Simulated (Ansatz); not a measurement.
# B2P: what a guessed cell relaxes into, part 2 of 2

Aim: relax a trial structure of B2P and see where it ends.

Ansatz 0.2.0; DFT PBE, scalar-relativistic, plane waves, PAW. Earlier steps stand in the parts before.

### 4 Relaxation on the finer mesh

The end of the coarse run is made exact in the group found at a tolerance of 0.06 Å and reduced to its primitive cell.

Contents of input.yaml:

```yaml
crystal:
  lattice:
    - [-2.3571118181, 2.3571118181, 5.612939354]
    - [2.3571118181, -2.3571118181, 5.612939354]
    - [2.3571118181, 2.3571118181, -5.612939354]
  atoms:
    - { symbol: B, position: [0.8152836516, 0.8152836516, 0.6305673032] }
    - { symbol: B, position: [0.1847163484, 0.1847163484, 0.3694326968] }
    - { symbol: B, position: [0.5652836516, 0.4347163484, 0.5] }
    - { symbol: B, position: [0.9347163484, 0.0652836516, 0.5] }
    - { symbol: B, position: [0.9347163484, 0.4347163484, 0.8694326968] }
    - { symbol: B, position: [0.5652836516, 0.0652836516, 0.1305673032] }
    - { symbol: B, position: [0.1847163484, 0.8152836516, 0.0] }
    - { symbol: B, position: [0.8152836516, 0.1847163484, 0.0] }
    - { symbol: P, position: [0.375, 0.625, 0.75] }
    - { symbol: P, position: [0.875, 0.625, 0.25] }
    - { symbol: P, position: [0.375, 0.125, 0.75] }
    - { symbol: P, position: [0.375, 0.625, 0.25] }
basis:
  ecutwfc: 420
kpoints:
  mp_grid: { grid: [12, 12, 12] }
hamiltonian:
  xc: pbe
scf:
  occupations: { method: gaussian, width: 0.1 }
output:
  forces: true
  stress: true
  eigenvalues: true
relax:
  adjacent_minimum: "off"
  f_tol: 0.01
  max_steps: 80
  cell: { stress_tol: 0.05 }
```

Started as:

```sh
ansatz run input.yaml --threads 1 --pin off --max-ram 2560MiB --backend cpu --events-out ev --progress --plain --runs-dir out
```

Output:

```text
Warning: RAYON_NUM_THREADS=1 ignored (pool sized by the plan → 1); use --threads N
Engine: ansatz 0.2.0, x86_64-unknown-linux-gnu
Pseudopotentials: kind: paw
Pseudopotential: B, paw, valence charge 3, recommended cutoff 420 eV (normal), B.paw.azcp
Pseudopotential: P, paw, valence charge 5, recommended cutoff 420 eV (normal), P.paw.azcp
Functional definition: PBE
  parameter kappa = 0.804
  parameter beta = 0.06672455060314922
  exchange = pbe_x(kappa = kappa, mu = beta*pi^2/3)
  correlation = pbe_c(beta = beta)
Crystal: 12 atoms, lattice volume = 124.741 Å³
Basis set: ecut = 420 eV, 2435 PW (Γ), exchange–correlation on 90×90×90 points (8 copies of the dense FFT grid, shifted against one another)
Bands: 34, of which v1, the nominal top of the filled ones, is band 22 counted from 1 (21 counted from 0)
Symmetry: 16 space group operations
Space group: I41/amd (ITA 141), of the structure as read, at distance tolerance 5.0e-5 Å
k-points: 163 of 1728
Non-local potential: B, projectors of the file, l = 0: 2, l = 1: 2, l = 2: 1
Non-local potential: P, projectors of the file, l = 0: 2, l = 1: 2, l = 2: 2
PAW form: soft (Blöchl's): semilocal exchange-correlation on the pseudo side does not see the compensation charge
PAW one-centre angular grid: B, 110 points (default); XC on 64 Gauss nodes
PAW one-centre angular grid: P, 110 points (default); XC on 64 Gauss nodes
Initial density: superposition of atomic densities (neutral atoms: chi_scale 0, normalization atom), corrected by the library's trained network
Initial wavefunctions: pseudopotential atomic-orbital guess
Functional: x = pbe(κ = 0.804, μ = 0.2195149727645171), c = pbe(β = 0.06672455060314922)
SCF iter   1: F=—  HF=-4261.795234 eV  |F-HF|=—  |Δ(HF+E_count)|=         —  Δρ=5.88e-3  dr2=3.52e-2  ethr=1.77e-3  ⟨swp⟩=8.9  Hψ=32705  notcnv=0  defer=172
preconditioner: auto → Kerker (q_TF=auto, 2.293 Å⁻¹)  [metal: Δε(μ)=0.010 eV  Ē_g=9.699 eV  σ=0.100 eV  W_gap=0.06  n_scr=32 (ndim 8)  ℏωp=22.1 eV  f_vac=0.000  D(μ)=2.30/eV (n_scr^D=10)]
SCF iter   2: F=—  HF=-4261.794886 eV  |F-HF|=—  |Δ(HF+E_count)|=   3.48e-4  Δρ=3.19e-3  dr2=1.10e-2  ethr=7.99e-5  ⟨swp⟩=1.7  Hψ=7808  notcnv=0  defer=213
SCF iter   3: F=—  HF=-4261.793877 eV  |F-HF|=—  |Δ(HF+E_count)|=   1.01e-3  Δρ=5.89e-4  dr2=9.70e-4  ethr=2.50e-5  ⟨swp⟩=2.5  Hψ=8262  notcnv=0  defer=213
SCF iter   4: F=—  HF=-4261.793759 eV  |F-HF|=—  |Δ(HF+E_count)|=   1.18e-4  Δρ=2.62e-4  dr2=1.82e-4  ethr=2.20e-6  ⟨swp⟩=2.0  Hψ=7251  notcnv=0  defer=213
SCF iter   5: F=—  HF=-4261.793765 eV  |F-HF|=—  |Δ(HF+E_count)|=   5.80e-6  Δρ=8.07e-5  dr2=7.09e-6  ethr=4.15e-7  ⟨swp⟩=2.5  Hψ=7625  notcnv=0  defer=213
SCF iter   6: F=—  HF=-4261.793755 eV  |F-HF|=—  |Δ(HF+E_count)|=   9.90e-6  Δρ=3.19e-5  dr2=1.65e-6  ethr=1.61e-8  ⟨swp⟩=2.4  Hψ=7911  notcnv=0  defer=213
SCF iter   7: F=-4261.793755 eV  HF=-4261.793755 eV  |F-HF|=2.45e-8  |Δ(HF+E_count)|=   1.54e-7  Δρ=5.98e-6  dr2=5.41e-8  ethr=2.27e-10  ⟨swp⟩=10.4  Hψ=30748  notcnv=0
SCF 1 converged in 7 iterations: F = -4261.793755 eV  dr2 = 5.41e-8
relax step   1: F+E_penalty+E_count = -4261.79375497 eV  Δ(F+E_penalty+E_count) = +0.000e0 eV  max|allowed force component| = 3.500e-2 eV/Å  Δτ_max = 0.0000 Å  P = +0.056 GPa  Ω = 124.741 Å³  (7 SCF iters, dr2 threshold 1.00e-7 eV, accepted)
Crystal: 12 atoms, lattice volume = 124.805 Å³
Initial density: handed on by an earlier stage of this run
Initial wavefunctions: those handed on with the density
iter 1 solved again at ethr=1.41e-7 eV; its pass at ethr=3.10e-3 eV (dr2=6.19e-5 eV) is discarded
SCF iter   1: F=—  HF=-4261.794112 eV  |F-HF|=—  |Δ(HF+E_count)|=         —  Δρ=1.95e-4  dr2=6.84e-5  ethr=1.41e-7  ⟨swp⟩=2.3  Hψ=26152  notcnv=0
preconditioner: auto → Kerker (q_TF=auto, 2.293 Å⁻¹)  [metal: Δε(μ)=0.012 eV  Ē_g=9.696 eV  σ=0.100 eV  W_gap=0.07  n_scr=32 (ndim 8)  ℏωp=22.0 eV  f_vac=0.000  D(μ)=2.32/eV (n_scr^D=10)]
SCF iter   2: F=—  HF=-4261.794099 eV  |F-HF|=—  |Δ(HF+E_count)|=   1.29e-5  Δρ=1.00e-4  dr2=1.58e-5  ethr=1.41e-7  ⟨swp⟩=1.0  Hψ=5542  notcnv=0
SCF iter   3: F=-4261.794095 eV  HF=-4261.794095 eV  |F-HF|=6.79e-8  |Δ(HF+E_count)|=   3.95e-6  Δρ=1.30e-5  dr2=2.99e-7  ethr=7.83e-10  ⟨swp⟩=5.5  Hψ=27539  notcnv=0
SCF 2 converged in 3 iterations: F = -4261.794095 eV  dr2 = 2.99e-7
relax step   2: F+E_penalty+E_count = -4261.79409534 eV  Δ(F+E_penalty+E_count) = -3.404e-4 eV  max|allowed force component| = 2.141e-2 eV/Å  Δτ_max = 0.0004 Å  P = +0.035 GPa  Ω = 124.805 Å³  energy of the carried Pulay correction = -6.366e-5 eV  (3 SCF iters, dr2 threshold 3.45e-7 eV, accepted)
Crystal: 12 atoms, lattice volume = 124.907 Å³
iter 1 solved again at ethr=3.78e-7 eV; its pass at ethr=3.10e-3 eV (dr2=1.66e-4 eV) is discarded
SCF iter   1: F=—  HF=-4261.794288 eV  |F-HF|=—  |Δ(HF+E_count)|=         —  Δρ=3.20e-4  dr2=1.84e-4  ethr=3.78e-7  ⟨swp⟩=2.3  Hψ=26087  notcnv=0
preconditioner: auto → Kerker (q_TF=auto, 2.293 Å⁻¹)  [metal: Δε(μ)=0.014 eV  Ē_g=9.694 eV  σ=0.100 eV  W_gap=0.08  n_scr=32 (ndim 8)  ℏωp=22.0 eV  f_vac=0.000  D(μ)=2.30/eV (n_scr^D=10)]
SCF iter   2: F=—  HF=-4261.794261 eV  |F-HF|=—  |Δ(HF+E_count)|=   2.71e-5  Δρ=1.65e-4  dr2=4.33e-5  ethr=3.78e-7  ⟨swp⟩=1.0  Hψ=5542  notcnv=0
SCF iter   3: F=—  HF=-4261.794230 eV  |F-HF|=—  |Δ(HF+E_count)|=   3.06e-5  Δρ=2.24e-5  dr2=9.39e-7  ethr=9.83e-8  ⟨swp⟩=2.5  Hψ=7959  notcnv=0
SCF iter   4: F=-4261.794230 eV  HF=-4261.794230 eV  |F-HF|=1.79e-8  |Δ(HF+E_count)|=   3.22e-8  Δρ=7.79e-6  dr2=1.17e-7  ethr=2.94e-10  ⟨swp⟩=7.3  Hψ=23828  notcnv=0
SCF 3 converged in 4 iterations: F = -4261.794230 eV  dr2 = 1.17e-7
relax step   3: F+E_penalty+E_count = -4261.79423024 eV  Δ(F+E_penalty+E_count) = -1.349e-4 eV  max|allowed force component| = 5.357e-4 eV/Å  Δτ_max = 0.0007 Å  P = +0.002 GPa  Ω = 124.907 Å³  energy of the carried Pulay correction = -1.647e-4 eV  (4 SCF iters, dr2 threshold 1.29e-7 eV, accepted)
Initial wavefunctions: pseudopotential atomic-orbital guess (no wavefunctions were taken with the density)
iter 1 solved again at ethr=2.02e-6 eV; its pass at ethr=3.10e-3 eV (dr2=8.87e-4 eV) is discarded
SCF iter   1: F=—  HF=-4261.794394 eV  |F-HF|=—  |Δ(HF+E_count)|=         —  Δρ=1.01e-5  dr2=1.25e-7  ethr=2.02e-6  ⟨swp⟩=3.0  Hψ=47572  notcnv=0
eigensolver tolerance schedule: the retry pair's looser diagonalisation over-reported the residual by 7120.75 of it (diagonalisation noise at an unbounded share of the residual, at the tolerance the schedule requests for it); recorded, not acted on — ethr = c·dr2/N_el stays at c = 1.0e-1
preconditioner: auto → Kerker (q_TF=auto, 2.293 Å⁻¹)  [metal: Δε(μ)=0.015 eV  Ē_g=9.694 eV  σ=0.100 eV  W_gap=0.08  n_scr=32 (ndim 8)  ℏωp=22.0 eV  f_vac=0.000  D(μ)=2.30/eV (n_scr^D=10)]
SCF iter   2: F=—  HF=-4261.794381 eV  |F-HF|=—  |Δ(HF+E_count)|=   1.37e-5  Δρ=6.50e-6  dr2=6.23e-8  ethr=2.83e-10  ⟨swp⟩=3.2  Hψ=11544  notcnv=0
SCF iter   3: F=—  HF=-4261.794381 eV  |F-HF|=—  |Δ(HF+E_count)|=   4.67e-8  Δρ=1.40e-6  dr2=1.83e-9  ethr=1.41e-10  ⟨swp⟩=2.4  Hψ=8794  notcnv=0
SCF iter   4: F=-4261.794381 eV  HF=-4261.794381 eV  |F-HF|=3.09e-10  |Δ(HF+E_count)|=   2.94e-9  Δρ=4.45e-7  dr2=9.37e-11  ethr=1.00e-12  ⟨swp⟩=5.8  Hψ=25963  notcnv=0
SCF 4 converged in 4 iterations: F = -4261.794381 eV  dr2 = 9.37e-11
relax step   4: F+E_penalty+E_count = -4261.79438063 eV  Δ(F+E_penalty+E_count) = -1.504e-4 eV  max|allowed force component| = 5.316e-4 eV/Å  Δτ_max = 0.0000 Å  P = +0.003 GPa  Ω = 124.907 Å³  stress off target by 8.26e-3 GPa  SCF on the basis re-selected at this cell (its energy is not comparable with the rows above)  (4 SCF iters)
basis re-selected at this cell: Δ(F+E_penalty+E_count) = -1.504e-4 eV, ΔP = +0.002 GPa vs the last step (what re-selecting the basis moved, of the pressure what is left beyond the Pulay correction that the steps carried, after the strain that the cell walked since its last selection, with what the two solves' SCF thresholds leave and, on support functions, any second-order correction that the steps lacked; it is no measure of the basis error at this ecutwfc). This SCF's stress stands 8.26e-3 GPa from its target on what of the cell is left free (relax.cell.stress_tol is 5.00e-2 GPa) and its largest allowed force component is 5.32e-4 eV/Å (relax.f_tol is 1.00e-2 eV/Å): within both
SCF converged after 4 iterations
Free energy (F): -4261.794381 eV
Harris-Foulkes:  -4261.794381 eV  (|F-HF|=3.09e-10)
Internal energy: -4261.782905 eV  (E = F + TS)
E sigma→0 (E₀):  -4261.788643 eV
Entropy (-TS):   -0.011476 eV (-0.956 meV/atom)
Fermi energy:    8.998320 eV
--- Per-component energies (eV) ---
  E_band       = 123.926481
  E_kinetic    = 660.025863
  E_local      = -336.504839  (includes V_loc(G=0)·N_el)
  E_nonlocal   = 232.394170
  E_hartree    = 82.395744
  E_xc         = -501.083295
  E_vxc        = -546.002892  (∫ρ·V_xc dr)
  E_paw        = -2905.285652  (= ΣΔE_a)
  E_vpaw       = -50.777368  (= ΣTr[D̂ρ^β])
  E_aug_tail   = -0.000006  (compensation charges beyond the density's cutoff)
  E_ewald      = -1493.724888
  E_smearing   = -0.011476  (= −TS)
  E_closure    = -0.000000  (closes the sum)
  Σ components = -4261.794381   (vs F -4261.794381, Δ=0.00e0)
--- Forces (eV/Å), atoms counted from 1 ---
  atom   1  B     -0.00053156    -0.00053156     0.00000000
  atom   2  B      0.00053156     0.00053156    -0.00000000
  atom   3  B      0.00053156    -0.00053156     0.00000000
  atom   4  B     -0.00053156     0.00053156     0.00000000
  atom   5  B      0.00053156     0.00053156     0.00000000
  atom   6  B     -0.00053156    -0.00053156    -0.00000000
  atom   7  B     -0.00053156     0.00053156     0.00000000
  atom   8  B      0.00053156    -0.00053156     0.00000000
  atom   9  P      0.00000000     0.00000000     0.00000000
  atom  10  P      0.00000000     0.00000000     0.00000000
  atom  11  P      0.00000000     0.00000000     0.00000000
  atom  12  P      0.00000000     0.00000000     0.00000000
  max |Σ_I F_I| component: 4.51e-17 eV/Å
--- Stress (GPa, compression-positive) ---
        0.008260       0.000000       0.000000
        0.000000       0.008260       0.000000
        0.000000       0.000000      -0.006694
  P = ⅓ Tr σ = 0.0033 GPa (0.033 kbar)
--- Band table (eV; the first three rows and the last of 163) ---
  k-point 0: bands = ["-6.7291", "-4.2343", "-2.0354", "-0.6703", "-0.6703", "-0.0287", "0.7037", "0.7037", "0.8294", "1.0083", "3.9675", "4.1183", "4.2541", "4.6178", "4.6178", "6.3958", "6.3958", "6.6042", "6.9494", "8.2662", "8.2662", "8.7533", "9.1819", "9.2512", "9.6924", "9.6924", "9.8777", "12.9260", "12.9260", "13.1241", "14.0401", "15.2447", "15.5518", "15.8281"]
  k-point 1: bands = ["-6.6588", "-4.2074", "-2.0359", "-1.0576", "-0.9367", "-0.4950", "0.6516", "1.2944", "1.3311", "1.3911", "3.0054", "4.1643", "4.3468", "4.6429", "5.8170", "6.0152", "6.3286", "6.4914", "6.7792", "7.7515", "8.0477", "9.1130", "9.1165", "9.5908", "9.6258", "9.8795", "10.2039", "12.8668", "12.9881", "13.4434", "14.5890", "14.9120", "15.6161", "15.7604"]
  k-point 2: bands = ["-6.4494", "-4.1310", "-2.1748", "-1.6903", "-1.2189", "-1.0719", "0.5704", "1.3998", "2.2318", "2.2930", "2.6661", "4.2739", "4.7017", "4.9274", "5.1069", "5.7993", "6.1407", "6.7895", "7.1639", "7.2150", "7.9081", "9.0125", "9.3468", "9.4562", "10.0926", "10.4054", "10.7354", "13.1816", "13.2023", "13.9548", "14.1546", "14.5195", "15.1818", "15.3118"]
  k-point 162: bands = ["-5.8609", "-5.8609", "-1.0650", "-1.0650", "-0.9141", "-0.9141", "2.1083", "2.1083", "2.4821", "2.4821", "3.2331", "3.2331", "3.4844", "3.4844", "5.1036", "5.1036", "6.0968", "6.0968", "6.1621", "6.1621", "6.8289", "6.8289", "9.3788", "9.3788", "12.0467", "12.0467", "12.3757", "12.3757", "15.2180", "15.2180", "15.6844", "15.6844", "16.1064", "16.1064"]
--- Relaxed structure (3 steps of the walk, 3 accepted, 1 SCFs on fresh bases) ---
  F+E_penalty+E_count = -4261.79438063 eV   max|allowed force component| = 5.316e-4 eV/Å   (the final SCF, on the basis selected at the relaxed cell)
  cell:  # Å, volume = 124.9069 Å³
    - [-2.3556548024050046, 2.3556548024050046, 5.627339529490055]
    - [2.3556548024050046, -2.3556548024050046, 5.627339529490055]
    - [2.3556548024050046, 2.3556548024050046, -5.627339529490055]
  atoms:
    - { symbol: B, position: [0.8154553097243434, 0.8154553097243434, 0.630910619448687] }
    - { symbol: B, position: [0.1845446902756565, 0.1845446902756565, 0.369089380551313] }
    - { symbol: B, position: [0.5654553097243435, 0.43454469027565645, 0.5] }
    - { symbol: B, position: [0.9345446902756565, 0.06545530972434352, 0.5] }
    - { symbol: B, position: [0.9345446902756563, 0.43454469027565645, 0.8690893805513129] }
    - { symbol: B, position: [0.5654553097243435, 0.06545530972434349, 0.13091061944868698] }
    - { symbol: B, position: [0.1845446902756564, 0.8154553097243435, 0.0] }
    - { symbol: B, position: [0.8154553097243435, 0.1845446902756564, 0.0] }
    - { symbol: P, position: [0.37499999999999994, 0.625, 0.75] }
    - { symbol: P, position: [0.875, 0.625, 0.25] }
    - { symbol: P, position: [0.375, 0.12499999999999997, 0.75] }
    - { symbol: P, position: [0.375, 0.625, 0.25] }
```

It took 81 s on 1 thread of Intel Xeon 6975P-C (Granite Rapids), shared host; peak memory 0.82 GiB.

Step by step:

| step | energy from step 1 (eV/cell) | largest force component (eV/Å) | pressure (GPa) | volume (Å³) |
| --- | --- | --- | --- | --- |
| 1 | 0.0000 | 0.0350 | 0.06 | 124.74 |
| 2 | -0.0003 | 0.0214 | 0.03 | 124.81 |
| 3 | -0.0005 | 0.0005 | 0.00 | 124.91 |
| 4 | -0.0006 | 0.0005 | 0.00 | 124.91 |

Step 1 is the start. Step 4 repeats the geometry before it on a plane-wave basis chosen anew for that cell, so its energy need not be comparable with the rows above.

Lengths and angles in the start's conventional setting:

|  | before | after | change |
| --- | --- | --- | --- |
| a (Å) | 4.714 | 4.711 | -0.1 % |
| b (Å) | 4.714 | 4.711 | -0.1 % |
| c (Å) | 11.226 | 11.255 | +0.3 % |
| volume (Å³/atom) | 10.40 | 10.41 | +0.1 % |
| shortest distance (Å) | 1.742 | 1.739 | -0.2 % |
| space group (0.01 Å) | I4_1/amd | I4_1/amd | same |

The run keeps the 16 symmetry operations of the start, so it could not have lowered the symmetry.

### 5 Variant: xc_grid 4, ecutrho_ratio 6, chi_scale 0.1

Contents of input.yaml:

```yaml
crystal:
  lattice:
    - [-2.3556548024, 2.3556548024, 5.6273395295]
    - [2.3556548024, -2.3556548024, 5.6273395295]
    - [2.3556548024, 2.3556548024, -5.6273395295]
  atoms:
    - { symbol: B, position: [0.8154553097, 0.8154553097, 0.6309106194] }
    - { symbol: B, position: [0.1845446903, 0.1845446903, 0.3690893806] }
    - { symbol: B, position: [0.5654553097, 0.4345446903, 0.5] }
    - { symbol: B, position: [0.9345446903, 0.0654553097, 0.5] }
    - { symbol: B, position: [0.9345446903, 0.4345446903, 0.8690893806] }
    - { symbol: B, position: [0.5654553097, 0.0654553097, 0.1309106194] }
    - { symbol: B, position: [0.1845446903, 0.8154553097, 0.0] }
    - { symbol: B, position: [0.8154553097, 0.1845446903, 0.0] }
    - { symbol: P, position: [0.375, 0.625, 0.75] }
    - { symbol: P, position: [0.875, 0.625, 0.25] }
    - { symbol: P, position: [0.375, 0.125, 0.75] }
    - { symbol: P, position: [0.375, 0.625, 0.25] }
basis:
  ecutwfc: 420
  xc_grid: 4
  ecutrho_ratio: 6
kpoints:
  mp_grid: { grid: [12, 12, 12] }
hamiltonian:
  xc: pbe
scf:
  occupations: { method: gaussian, width: 0.1 }
  initial_density: { chi_scale: 0.1 }
output:
  forces: true
  eigenvalues: true
  stress: true
```

Started as:

```sh
ansatz run input.yaml --threads 1 --pin off --max-ram 2560MiB --backend cpu --events-out ev --progress --plain --runs-dir out
```

Output, cut to the lines that bear on the results:

```text
Warning: RAYON_NUM_THREADS=1 ignored (pool sized by the plan → 1); use --threads N
[...]
[... 4 set-up lines as earlier in the session ...]
[...]
Crystal: 12 atoms, lattice volume = 124.907 Å³
Basis set: ecut = 420 eV, 2435 PW (Γ), exchange–correlation on 216×216×216 points (64 copies of the dense FFT grid, shifted against one another)
Bands: 34, of which v1, the nominal top of the filled ones, is band 22 counted from 1 (21 counted from 0)
[... 2 set-up lines as earlier in the session ...]
k-points: 163 of 1728
[...]
SCF converged after 8 iterations
Free energy (F): -4261.794383 eV
[...]
E sigma→0 (E₀):  -4261.788645 eV
Entropy (-TS):   -0.011476 eV (-0.956 meV/atom)
Fermi energy:    8.998319 eV
[...]
--- Forces (eV/Å), atoms counted from 1 ---
  atom   1  B     -0.00052738    -0.00052738     0.00000000
  atom   2  B      0.00052738     0.00052738     0.00000000
  atom   3  B      0.00052738    -0.00052738     0.00000000
  atom   4  B     -0.00052738     0.00052738     0.00000000
  atom   5  B      0.00052738     0.00052738     0.00000000
  atom   6  B     -0.00052738    -0.00052738     0.00000000
  atom   7  B     -0.00052738     0.00052738     0.00000000
  atom   8  B      0.00052738    -0.00052738     0.00000000
[...]
--- Stress (GPa, compression-positive) ---
        0.008267       0.000000       0.000000
        0.000000       0.008267       0.000000
        0.000000       0.000000      -0.006719
  P = ⅓ Tr σ = 0.0033 GPa (0.033 kbar)
--- Band table (eV; the first three rows and the last of 163) ---
[...]
```

Run time: 25 s. Hardware: 1 thread of Intel Xeon 6975P-C (Granite Rapids), shared host; peak memory 1.2 GiB.

```csv
run,ending,energy change,pressure (GPa),gap (eV),force (eV/Å),cycles,time
step 4,converged,0,0.0,0.00,0.00,-,81 s
variant,converged,0.0 meV/atom,0.0,0.00,0.00,8,25 s
```

Changing the numerical grids and start hardly moves the energy: 0.0 meV/atom.

### 6 Results

What follows sums up all 2 parts. Changes of volume or cell count from the first structure of part 1.

| quantity | value |
| --- | --- |
| symmetry at the end (tolerance 0.05 Å) | space group I4_1/amd (No. 141) |
| conventional cell | a = 4.711 Å, b = 4.711 Å, c = 11.255 Å, α = 90.00°, β = 90.00°, γ = 90.00° |
| volume | 10.41 Å³/atom |
| energy over the elements, black P | +0.69 eV/atom |
| gap on the mesh | none (metal) |

What this shows: The space group I4_1/amd (No. 141) is kept, and the volume per atom grows by 20.7 % from the first guess. With a positive formation energy it can't be a ground state. No finished test with a distortion of lower symmetry is shown, so the end may be a saddle point.
